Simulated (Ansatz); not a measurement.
# Σ5 (310) boundary in fcc Cu with H (interstitial): structure and resistance

How much does the Σ5 (310) boundary in fcc Cu with H (interstitial) reflect electrons?

Calculated with Ansatz 0.2.0; Ansatz plane-wave DFT, PBE, PAW files; relaxation of a bicrystal slab with its lowest layers held; PAW set soft_1, in the first sound run; inputs show where later runs differ.

## (1) Set-up

The cell holds 34 atoms: 33 Cu and 1 H. Cell: a = 5.716 Å, b = 3.615 Å, c = 29.862 Å, α = 90.0°, β = 90.0°, γ = 90.0°. It derives from Cu. built on the (3 1 0) plane; 2 overlapping atoms removed and the grains opened by 0 Å. Vacuum lies along c.

## (2) Relaxing the bicrystal

The boundary is built by mirroring the lower grain in the boundary plane and removing any atoms that overlap; then the H is put in at the boundary. A thin bicrystal slab is relaxed first, with the lowest layers held and the upper grain free to shift and open.

input.yaml

```yaml
crystal:
  lattice:
    - [5.7157536252, 0.0, 0.0]
    - [0.0, 3.61496, 0.0]
    - [0.0, 0.0, 29.8619869625]
  atoms:
    - { symbol: Cu, position: [0.2000000001, 0.0, 0.1674369494] }
    - { symbol: Cu, position: [0.9000000001, 0.5, 0.1865775164] }
    - { symbol: Cu, position: [0.6000000001, 0.0, 0.2057180834] }
    - { symbol: Cu, position: [0.3000000001, 0.5, 0.2248586504] }
    - { symbol: Cu, position: [1.0e-10, 0.0, 0.2439992174] }
    - { symbol: Cu, position: [0.7000000001, 0.5, 0.2631397844] }
    - { symbol: Cu, position: [0.4000000001, 0.0, 0.2822803515] }
    - { symbol: Cu, position: [0.1, 0.5, 0.3014209185] }
    - { symbol: Cu, position: [0.8, 0.0, 0.3205614855] }
    - { symbol: Cu, position: [0.5, 0.5, 0.3397020525] }
    - { symbol: Cu, position: [0.2, 0.0, 0.3588426195] }
    - { symbol: Cu, position: [0.9, 0.5, 0.3779831865] }
    - { symbol: Cu, position: [0.6, 0.0, 0.3971237535] }
    - { symbol: Cu, position: [0.3, 0.5, 0.4162643205] }
    - { symbol: Cu, position: [0.0, 0.0, 0.4354048875] }
    - { symbol: H, position: [0.6666666667, 0.5, 0.4354048875] }
    - { symbol: Cu, position: [0.6, 0.0, 0.4736860216] }
    - { symbol: Cu, position: [0.9, 0.5, 0.4928265886] }
    - { symbol: Cu, position: [0.2, 0.0, 0.5119671556] }
    - { symbol: Cu, position: [0.5, 0.5, 0.5311077226] }
    - { symbol: Cu, position: [0.8, 0.0, 0.5502482896] }
    - { symbol: Cu, position: [0.1, 0.5, 0.5693888566] }
    - { symbol: Cu, position: [0.4000000001, 0.0, 0.5885294236] }
    - { symbol: Cu, position: [0.7000000001, 0.5, 0.6076699906] }
    - { symbol: Cu, position: [1.0e-10, 0.0, 0.6268105576] }
    - { symbol: Cu, position: [0.3000000001, 0.5, 0.6459511246] }
    - { symbol: Cu, position: [0.6000000001, 0.0, 0.6650916917] }
    - { symbol: Cu, position: [0.9000000001, 0.5, 0.6842322587] }
    - { symbol: Cu, position: [0.2000000001, 0.0, 0.7033728257] }
    - { symbol: Cu, position: [0.5000000001, 0.5, 0.7225133927] }
    - { symbol: Cu, position: [0.8000000001, 0.0, 0.7416539597] }
    - { symbol: Cu, position: [0.1000000001, 0.5, 0.7607945267] }
    - { symbol: Cu, position: [0.4000000001, 0.0, 0.7799350937] }
    - { symbol: Cu, position: [0.7000000001, 0.5, 0.7990756607] }
kpoints:
  mp_grid: { grid: [4, 7, 1] }
hamiltonian:
  xc: pbe
  pseudopotentials: { kind: paw, azcp: { folder: soft_1 } }
scf:
  occupations: { method: fermi_dirac, width: 0.1 }
relax:
  f_tol: 0.03
  max_steps: 80
  constraints: [{ sites: [0, 1, 2, 3, 4, 5] }]
```

Launch:

```
ansatz run input.yaml --threads 4 --pin off --max-ram 15360MiB --backend cpu --events-out ev --progress --plain --runs-dir out
```

Numbers of over 12 decimals in the logs are rounded to 6 here.

The log of the run:

```text
Engine: ansatz 0.2.0, aarch64-unknown-linux-gnu
Pseudopotentials: kind: paw
Pseudopotential: Cu, paw, valence charge 19, recommended cutoff 420 eV (normal), soft_1/Cu.paw.azcp
Pseudopotential: H, paw, valence charge 1, recommended cutoff 420 eV (normal), soft_1/H.paw.azcp
Functional definition: PBE
  parameter kappa = 0.804
  parameter beta = 0.066725
  exchange = pbe_x(kappa = kappa, mu = beta*pi^2/3)
  correlation = pbe_c(beta = beta)
Crystal: 34 atoms, lattice volume = 617.015 Å³
Basis set: ecut = 420 eV, 12021 PW (Γ), exchange–correlation on 80×50×400 points (8 copies of the dense FFT grid, shifted against one another)
Bands: 377, of which v1, the nominal top of the filled ones, is band 314 counted from 1 (313 counted from 0)
Symmetry: 2 space group operations
Space group: Pm (ITA 6), of the structure as read, at distance tolerance 8.5e-5 Å
k-points: 12 of 28 (time reversal used)
Non-local potential: Cu, projectors of the file, l = 0: 3, l = 1: 2, l = 2: 3, l = 3: 1
Non-local potential: H, projectors of the file, l = 0: 2, l = 1: 1
PAW form: soft (Blöchl's): semilocal exchange-correlation on the pseudo side does not see the compensation charge
PAW one-centre angular grid: Cu, 590 points (default); XC on 64 Gauss nodes
PAW one-centre angular grid: H, 110 points (default); XC on 64 Gauss nodes
Initial density: superposition of atomic densities (neutral atoms: chi_scale 0, normalization atom)
Initial wavefunctions: pseudopotential atomic-orbital guess
Functional: x = pbe(κ = 0.804, μ = 0.219515), c = pbe(β = 0.066725)
SCF iter   1: F=—  HF=-218668.949329 eV  |F-HF|=—  |Δ(HF+E_count)|=         —  Δρ=2.05e-1  dr2=1.58e2  ethr=3.10e-3  ⟨swp⟩=5.7  Hψ=16420  notcnv=0  defer=203
preconditioner: auto → LDOS  [metal: Δε(μ)=0.054 eV  Ē_g=8.104 eV  σ=0.100 eV  W_gap=0.13  n_scr=212 (ndim 8)  ℏωp=28.5 eV  f_vac=0.327  D(μ)=13.79/eV (n_scr^D=70)  β→1.0]
SCF iter   2: F=—  HF=-218864.532982 eV  |F-HF|=—  |Δ(HF+E_count)|=    1.96e2  Δρ=4.38e-1  dr2=6.85e2  ethr=3.10e-3  ⟨swp⟩=4.0  Hψ=13709  notcnv=0  defer=500  recentre
SCF iter   3: F=—  HF=-218642.699341 eV  |F-HF|=—  |Δ(HF+E_count)|=    2.22e2  Δρ=4.88e-2  dr2=9.67e0  ethr=3.10e-3  ⟨swp⟩=4.0  Hψ=11834  notcnv=0  defer=537
SCF iter   4: F=—  HF=-218641.168150 eV  |F-HF|=—  |Δ(HF+E_count)|=    1.53e0  Δρ=2.09e-2  dr2=1.54e0  ethr=1.54e-3  ⟨swp⟩=2.2  Hψ=7483  notcnv=0  defer=521
SCF iter   5: F=—  HF=-218640.882454 eV  |F-HF|=—  |Δ(HF+E_count)|=   2.86e-1  Δρ=4.69e-3  dr2=8.37e-2  ethr=2.44e-4  ⟨swp⟩=2.0  Hψ=7649  notcnv=0  defer=531
SCF iter   6: F=—  HF=-218640.899712 eV  |F-HF|=—  |Δ(HF+E_count)|=   1.73e-2  Δρ=2.13e-3  dr2=1.91e-2  ethr=1.33e-5  ⟨swp⟩=2.0  Hψ=6472  notcnv=0  defer=531
SCF iter   7: F=—  HF=-218640.901441 eV  |F-HF|=—  |Δ(HF+E_count)|=   1.73e-3  Δρ=8.55e-4  dr2=3.29e-3  ethr=3.04e-6  ⟨swp⟩=2.0  Hψ=6949  notcnv=0  defer=531
SCF iter   8: F=—  HF=-218640.902179 eV  |F-HF|=—  |Δ(HF+E_count)|=   7.38e-4  Δρ=3.91e-4  dr2=6.93e-4  ethr=5.24e-7  ⟨swp⟩=2.2  Hψ=6341  notcnv=0  defer=531
SCF iter   9: F=—  HF=-218640.902134 eV  |F-HF|=—  |Δ(HF+E_count)|=   4.50e-5  Δρ=1.27e-4  dr2=1.11e-4  ethr=1.10e-7  ⟨swp⟩=2.2  Hψ=6090  notcnv=0  defer=531
SCF iter  10: F=-218640.902163 eV  HF=-218640.902158 eV  |F-HF|=4.38e-6  |Δ(HF+E_count)|=   2.41e-5  Δρ=5.57e-5  dr2=1.61e-5  ethr=3.58e-9  ⟨swp⟩=3.0  Hψ=16695  notcnv=0
SCF 1 converged in 10 iterations: F = -218640.902163 eV  dr2 = 1.61e-5
  greatest PAW one-centre occupation: 1.000 electrons in one spin orbital (limit 2), on the Cu atom at site 0 (counted from 0), in its partial waves of l = 0
relax step   1: F+E_penalty+E_count = -218640.90216258 eV  Δ(F+E_penalty+E_count) = +0.000e0 eV  max|allowed force component| = 7.496e-1 eV/Å  Δτ_max = 0.0000 Å  (10 SCF iters, dr2 threshold 2.25e-5 eV, accepted)
Initial density: handed on by an earlier stage of this run
Initial wavefunctions: those handed on with the density
iter 1 solved again at ethr=1.61e-5 eV; its pass at ethr=3.10e-3 eV (dr2=1.01e-1 eV) is discarded
SCF iter   1: F=—  HF=-218641.126770 eV  |F-HF|=—  |Δ(HF+E_count)|=         —  Δρ=5.50e-3  dr2=1.01e-1  ethr=1.61e-5  ⟨swp⟩=2.0  Hψ=15483  notcnv=0  defer=528
preconditioner: auto → LDOS  [metal: Δε(μ)=0.030 eV  Ē_g=8.892 eV  σ=0.100 eV  W_gap=0.08  n_scr=212 (ndim 8)  ℏωp=28.5 eV  f_vac=0.326  D(μ)=9.09/eV (n_scr^D=36)  β→1.0]
SCF iter   2: F=—  HF=-218641.113415 eV  |F-HF|=—  |Δ(HF+E_count)|=   1.34e-2  Δρ=5.39e-3  dr2=1.10e-1  ethr=1.61e-5  ⟨swp⟩=2.0  Hψ=7878  notcnv=0  defer=528
SCF iter   3: F=—  HF=-218641.105757 eV  |F-HF|=—  |Δ(HF+E_count)|=   7.66e-3  Δρ=4.59e-3  dr2=8.03e-2  ethr=1.61e-5  ⟨swp⟩=2.0  Hψ=7625  notcnv=0  defer=528
SCF iter   4: F=—  HF=-218641.093464 eV  |F-HF|=—  |Δ(HF+E_count)|=   1.23e-2  Δρ=1.84e-3  dr2=1.26e-2  ethr=1.28e-5  ⟨swp⟩=2.1  Hψ=6555  notcnv=0  defer=525
SCF iter   5: F=—  HF=-218641.090410 eV  |F-HF|=—  |Δ(HF+E_count)|=   3.05e-3  Δρ=6.00e-4  dr2=1.25e-3  ethr=2.00e-6  ⟨swp⟩=2.0  Hψ=7940  notcnv=0  defer=525
SCF iter   6: F=—  HF=-218641.090142 eV  |F-HF|=—  |Δ(HF+E_count)|=   2.68e-4  Δρ=5.52e-5  dr2=1.30e-5  ethr=1.99e-7  ⟨swp⟩=2.0  Hψ=7468  notcnv=0  defer=525
SCF iter   7: F=-218641.090137 eV  HF=-218641.090157 eV  |F-HF|=1.97e-5  |Δ(HF+E_count)|=   1.54e-5  Δρ=7.10e-5  dr2=2.10e-5  ethr=2.07e-9  ⟨swp⟩=4.0  Hψ=13954  notcnv=0
SCF 2 converged in 7 iterations: F = -218641.090137 eV  dr2 = 2.10e-5
relax step   2: F+E_penalty+E_count = -218641.09013742 eV  Δ(F+E_penalty+E_count) = -1.880e-1 eV  max|allowed force component| = 6.141e-1 eV/Å  Δτ_max = 0.1230 Å  (7 SCF iters, dr2 threshold 3.51e-5 eV, accepted)
SCF iter   1: F=—  HF=-218641.358601 eV  |F-HF|=—  |Δ(HF+E_count)|=         —  Δρ=8.15e-3  dr2=2.10e-1  ethr=3.11e-4  ⟨swp⟩=5.6  Hψ=11154  notcnv=0  defer=499
preconditioner: auto → LDOS  [metal: Δε(μ)=0.009 eV  Ē_g=8.889 eV  σ=0.100 eV  W_gap=0.02  n_scr=212 (ndim 8)  ℏωp=28.5 eV  f_vac=0.327  D(μ)=9.19/eV (n_scr^D=36)  β→1.0]
SCF iter   2: F=—  HF=-218641.363737 eV  |F-HF|=—  |Δ(HF+E_count)|=   5.14e-3  Δρ=9.63e-3  dr2=3.45e-1  ethr=3.35e-5  ⟨swp⟩=2.2  Hψ=9208  notcnv=0  defer=523
SCF iter   3: F=—  HF=-218641.318816 eV  |F-HF|=—  |Δ(HF+E_count)|=   4.49e-2  Δρ=5.31e-3  dr2=1.04e-1  ethr=3.35e-5  ⟨swp⟩=2.0  Hψ=7698  notcnv=0  defer=523
SCF iter   4: F=—  HF=-218641.300800 eV  |F-HF|=—  |Δ(HF+E_count)|=   1.80e-2  Δρ=1.17e-3  dr2=5.43e-3  ethr=1.65e-5  ⟨swp⟩=2.0  Hψ=7798  notcnv=0  defer=523
SCF iter   5: F=—  HF=-218641.298916 eV  |F-HF|=—  |Δ(HF+E_count)|=   1.88e-3  Δρ=6.63e-4  dr2=1.57e-3  ethr=8.64e-7  ⟨swp⟩=2.8  Hψ=8063  notcnv=0  defer=520
[...]
relax step  10: F+E_penalty+E_count = -218641.55076258 eV  Δ(F+E_penalty+E_count) = -3.387e-3 eV  max|allowed force component| = 1.232e-2 eV/Å  Δτ_max = 0.0348 Å  (7 SCF iters, dr2 threshold 3.13e-6 eV, accepted)
relax step  11: F+E_penalty+E_count = -218641.55076515 eV  Δ(F+E_penalty+E_count) = -2.569e-6 eV  max|allowed force component| = 1.226e-2 eV/Å  Δτ_max = 0.0000 Å  (5 SCF iters, accepted)
relax step  12: F+E_penalty+E_count = -218641.55284580 eV  Δ(F+E_penalty+E_count) = -2.081e-3 eV  max|allowed force component| = 1.530e-2 eV/Å  Δτ_max = 0.0572 Å  (11 SCF iters, accepted)
SCF iter   1: F=—  HF=-218641.785628 eV  |F-HF|=—  |Δ(HF+E_count)|=         —  Δρ=1.24e-2  dr2=5.96e-1  ethr=9.64e-4  ⟨swp⟩=4.8  Hψ=10968  notcnv=0  defer=534
preconditioner: auto → LDOS  [metal: Δε(μ)=0.022 eV  Ē_g=8.894 eV  σ=0.100 eV  W_gap=0.05  n_scr=212 (ndim 8)  ℏωp=28.5 eV  f_vac=0.326  D(μ)=9.82/eV (n_scr^D=42)  β→1.0]
SCF iter   2: F=—  HF=-218641.605294 eV  |F-HF|=—  |Δ(HF+E_count)|=   1.80e-1  Δρ=6.96e-3  dr2=1.81e-1  ethr=9.49e-5  ⟨swp⟩=2.0  Hψ=8800  notcnv=0  defer=536
SCF iter   3: F=—  HF=-218641.626815 eV  |F-HF|=—  |Δ(HF+E_count)|=   2.15e-2  Δρ=9.64e-3  dr2=3.32e-1  ethr=2.88e-5  ⟨swp⟩=2.6  Hψ=8218  notcnv=0  defer=536
SCF iter   4: F=—  HF=-218641.568852 eV  |F-HF|=—  |Δ(HF+E_count)|=   5.80e-2  Δρ=4.08e-3  dr2=5.83e-2  ethr=2.88e-5  ⟨swp⟩=2.0  Hψ=6671  notcnv=0  defer=536
SCF iter   5: F=—  HF=-218641.556200 eV  |F-HF|=—  |Δ(HF+E_count)|=   1.27e-2  Δρ=1.01e-3  dr2=3.47e-3  ethr=9.28e-6  ⟨swp⟩=2.0  Hψ=6463  notcnv=0  defer=536
SCF iter   6: F=—  HF=-218641.555307 eV  |F-HF|=—  |Δ(HF+E_count)|=   8.93e-4  Δρ=1.23e-4  dr2=9.22e-5  ethr=5.52e-7  ⟨swp⟩=2.4  Hψ=6729  notcnv=0  defer=536
SCF iter   7: F=—  HF=-218641.554329 eV  |F-HF|=—  |Δ(HF+E_count)|=   9.78e-4  Δρ=1.13e-4  dr2=8.44e-5  ethr=1.47e-8  ⟨swp⟩=3.0  Hψ=8365  notcnv=0  defer=536
SCF iter   8: F=—  HF=-218641.554326 eV  |F-HF|=—  |Δ(HF+E_count)|=   2.75e-6  Δρ=8.30e-5  dr2=3.93e-5  ethr=1.34e-8  ⟨swp⟩=2.0  Hψ=6576  notcnv=0  defer=536
SCF iter   9: F=—  HF=-218641.554322 eV  |F-HF|=—  |Δ(HF+E_count)|=   4.20e-6  Δρ=1.79e-5  dr2=2.65e-6  ethr=6.26e-9  ⟨swp⟩=2.0  Hψ=5992  notcnv=0  defer=536
SCF iter  10: F=—  HF=-218641.554322 eV  |F-HF|=—  |Δ(HF+E_count)|=   2.11e-7  Δρ=7.10e-6  dr2=3.41e-7  ethr=4.22e-10  ⟨swp⟩=2.0  Hψ=6087  notcnv=0  defer=536
SCF iter  11: F=-218641.554322 eV  HF=-218641.554322 eV  |F-HF|=3.36e-8  |Δ(HF+E_count)|=   9.78e-9  Δρ=2.99e-6  dr2=3.92e-8  ethr=1.59e-11  ⟨swp⟩=4.0  Hψ=14186  notcnv=0
SCF 13 converged in 11 iterations: F = -218641.554322 eV  dr2 = 3.92e-8
relax step  13: F+E_penalty+E_count = -218641.55432151 eV  Δ(F+E_penalty+E_count) = -1.476e-3 eV  max|allowed force component| = 2.188e-2 eV/Å  Δτ_max = 0.1013 Å  (11 SCF iters, accepted)
SCF converged after 11 iterations
Free energy (F): -218641.554322 eV
Harris-Foulkes:  -218641.554322 eV  (|F-HF|=3.36e-8)
Internal energy: -218641.232401 eV  (E = F + TS)
E sigma→0 (E₀):  -218641.393361 eV
Entropy (-TS):   -0.321921 eV (-9.468 meV/atom)
Fermi energy:    8.784670 eV
--- Per-component energies (eV) ---
  E_band       = -16783.831338
  E_kinetic    = 8635.324614
  E_local      = -1153545.910097  (includes V_loc(G=0)·N_el)
  E_nonlocal   = 29410.649521
  E_hartree    = 563087.254112
  E_xc         = -2269.871608
  E_vxc        = -2929.791686  (∫ρ·V_xc dr)
  E_paw        = -59928.815177  (= ΣΔE_a)
  E_vpaw       = -24528.776138  (= ΣTr[D̂ρ^β])
  E_aug_tail   = 0.031744  (compensation charges beyond the density's cutoff)
  E_ewald      = 395970.104491
  E_smearing   = -0.321921  (= −TS)
  E_closure    = -0.000000  (closes the sum)
  Σ components = -218641.554322   (vs F -218641.554322, Δ=0.00e0)
--- Forces (eV/Å), atoms counted from 1 ---
  atom   1  Cu    -0.11355255     0.00000000     0.52951265
  atom   2  Cu     0.07069945     0.00000000     0.16065862
  atom   3  Cu    -0.03722094     0.00000000    -0.04012358
  atom   4  Cu     0.10195308     0.00000000    -0.35290180
  atom   5  Cu     0.01655434     0.00000000    -0.22557129
  atom   6  Cu    -0.03371696     0.00000000    -0.04207493
  atom   7  Cu     0.00048201     0.00000000    -0.00595936
  atom   8  Cu    -0.00044145     0.00000000    -0.00486877
  atom   9  Cu     0.00552163     0.00000000    -0.01140009
  atom  10  Cu    -0.00209292     0.00000000     0.00459375
  atom  11  Cu     0.01133287     0.00000000    -0.00217793
  atom  12  Cu    -0.00861177     0.00000000     0.00003748
  atom  13  Cu    -0.00818098     0.00000000    -0.01225166
  atom  14  Cu    -0.00416996     0.00000000    -0.00177291
  atom  15  Cu     0.00558448     0.00000000     0.00573475
  atom  16  H      0.00699728     0.00000000    -0.00106102
  atom  17  Cu    -0.00010485     0.00000000     0.00715532
  atom  18  Cu     0.00499336     0.00000000    -0.00172505
  atom  19  Cu    -0.01610090     0.00000000    -0.00359416
  atom  20  Cu    -0.00286455     0.00000000     0.01141249
  atom  21  Cu     0.01592496     0.00000000     0.00710061
  atom  22  Cu    -0.00965963     0.00000000    -0.00044421
  atom  23  Cu    -0.00590176     0.00000000     0.01216675
  atom  24  Cu     0.00368527     0.00000000     0.00432031
  atom  25  Cu    -0.00195730     0.00000000    -0.00508973
  atom  26  Cu     0.00295259     0.00000000    -0.00581049
  atom  27  Cu     0.00177665     0.00000000     0.00099664
  atom  28  Cu    -0.00545070     0.00000000    -0.00397410
  atom  29  Cu     0.00256915     0.00000000    -0.00004333
  atom  30  Cu     0.01078541     0.00000000     0.00870519
  atom  31  Cu    -0.01039054     0.00000000    -0.00038632
  atom  32  Cu    -0.00216798     0.00000000    -0.00287553
  atom  33  Cu     0.00668197     0.00000000    -0.00635961
  atom  34  Cu    -0.00573118     0.00000000    -0.02187655
  max |Σ_I F_I| component: 1.78e-4 eV/Å
--- Relaxed structure (13 steps of the walk, 13 accepted, 0 SCFs on fresh bases) ---
  F+E_penalty+E_count = -218641.55432151 eV   max|allowed force component| = 2.188e-2 eV/Å
  atoms:
    - { symbol: Cu, position: [0.200000, 0.0, 0.1674369494] }
    - { symbol: Cu, position: [0.9000000001, 0.5, 0.186578] }
    - { symbol: Cu, position: [0.6000000001, 0.0, 0.205718] }
    - { symbol: Cu, position: [0.3000000001, 0.5, 0.224859] }
    - { symbol: Cu, position: [9.999999999999999e-11, 0.0, 0.243999] }
    - { symbol: Cu, position: [0.700000, 0.5, 0.263140] }
    - { symbol: Cu, position: [0.399926, 0.0, 0.283320] }
    - { symbol: Cu, position: [0.104079, 0.5, 0.302527] }
    - { symbol: Cu, position: [0.808669, 0.0, 0.320473] }
    - { symbol: Cu, position: [0.503324, 0.5, 0.340509] }
    - { symbol: Cu, position: [0.207637, 0.0, 0.362508] }
    - { symbol: Cu, position: [0.910517, 0.5, 0.380001] }
    - { symbol: Cu, position: [0.609338, 0.0, 0.393798] }
    - { symbol: Cu, position: [0.313647, 0.5, 0.426101] }
    - { symbol: Cu, position: [-0.00690869, 0.0, 0.435651] }
    - { symbol: H, position: [0.536024, 0.5, 0.470004] }
    - { symbol: Cu, position: [0.555544, 0.0, 0.473161] }
    - { symbol: Cu, position: [0.868463, 0.5, 0.488713] }
    - { symbol: Cu, position: [0.157656, 0.0, 0.511160] }
    - { symbol: Cu, position: [0.456275, 0.5, 0.529413] }
    - { symbol: Cu, position: [0.760464, 0.0, 0.549135] }
    - { symbol: Cu, position: [0.057803, 0.5, 0.568391] }
    - { symbol: Cu, position: [0.359044, 0.0, 0.587492] }
    - { symbol: Cu, position: [0.656949, 0.5, 0.607055] }
    - { symbol: Cu, position: [-0.044423, 0.0, 0.626625] }
    - { symbol: Cu, position: [0.254319, 0.5, 0.645813] }
    - { symbol: Cu, position: [0.553388, 0.0, 0.665289] }
    - { symbol: Cu, position: [0.850631, 0.5, 0.684707] }
    - { symbol: Cu, position: [0.147920, 0.0, 0.703738] }
    - { symbol: Cu, position: [0.448442, 0.5, 0.722717] }
    - { symbol: Cu, position: [0.758099, 0.0, 0.744084] }
    - { symbol: Cu, position: [0.052452, 0.5, 0.762323] }
    - { symbol: Cu, position: [0.350540, 0.0, 0.778642] }
    - { symbol: Cu, position: [0.642791, 0.5, 0.796126] }
```

Run time: 32 min. Hardware: 4 threads of Arm Neoverse V1, shared host; peak memory 5 GiB.

The steps of the relaxation:

| step | energy less that of the first step (eV) | largest force component (eV/Å) |
| --- | --- | --- |
| 1 | 0.0000 | 0.7496 |
| 2 | -0.1880 | 0.6141 |
| 3 | -0.3965 | 0.3426 |
| 4 | -0.4460 | 0.1558 |
| 5 | -0.4978 | 0.2166 |
| 6 | -0.5454 | 0.2316 |
| 7 | -0.5922 | 0.1963 |
| 8 | -0.6314 | 0.1151 |
| 9 | -0.6452 | 0.0954 |
| 10 | -0.6486 | 0.0123 |
| 11 | -0.6486 | 0.0123 |
| 12 | -0.6507 | 0.0153 |
| 13 | -0.6522 | 0.0219 |

Forces are held to the 2 operations that the run works with; a distortion that breaks them can't arise in this run.

The atoms that moved most (Å):

| atom | dx | dy | dz | length |
| --- | --- | --- | --- | --- |
| H16 | -0.747 | 0.000 | 1.033 | 1.275 |
| Cu34 | -0.327 | 0.000 | -0.088 | 0.339 |
| Cu14 | 0.078 | 0.000 | 0.294 | 0.304 |
| Cu29 | -0.298 | 0.000 | 0.011 | 0.298 |
| Cu30 | -0.295 | 0.000 | 0.006 | 0.295 |
| Cu33 | -0.283 | 0.000 | -0.039 | 0.285 |
| Cu28 | -0.282 | 0.000 | 0.014 | 0.283 |
| Cu32 | -0.272 | 0.000 | 0.046 | 0.276 |

Numbers from this step:

* free energy: -218641.5543 eV
* energy at zero smearing: -218641.3934 eV
* Fermi energy: 8.785 eV

The largest force component on a free atom ends at 0.022 eV/Å, under the tolerance of 0.03, after 13 steps.

[end of part 1 of 2]

[Logs are printed without paths, hosts, clocks, repeated set-up lines and the standing remarks that a program may print on its own settings, such as how far it seeks lower states.]

[Hosts, paths, dates, database ids (printed as entryN), source tags and the programs' standing remarks are cut or masked in the printed files.]
